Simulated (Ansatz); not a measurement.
## C: hydrostatic pressure series

Theory: DFT PBE+D3(BJ), scalar-relativistic, plane waves, PAW (Ansatz 0.2.0). Run with 420 eV cutoff, 18×18×2 k-mesh, Gaussian smearing of 0.10 eV, no spin polarisation.

Starting point, cell and atoms relaxed:

```
CELL_PARAMETERS angstrom
2.46527 0.00000 0.00000
-1.23263 2.13498 0.00000
0.00000 0.00000 23.92229
ATOMIC_POSITIONS crystal
C 0.00000 0.00000 0.57116
C 0.00000 0.00000 0.42884
C 0.33333 0.66667 0.42882
C 0.66667 0.33333 0.57118
```

Cell and atoms are relaxed at each pressure within the symmetry of the start, at zero temperature, so transitions that lower the symmetry aren't seen. The k-mesh given is that at zero pressure and may differ at others. a, b and c are the lengths of the cell vectors above.

Pressures computed: 3, 8, 15, 30, 60 GPa.

Task: At which pressure does the cell have a = 2.442, b = 2.442 and c = 5.706 Å?

Result: About 15 GPa, where V/V0 = 0.234.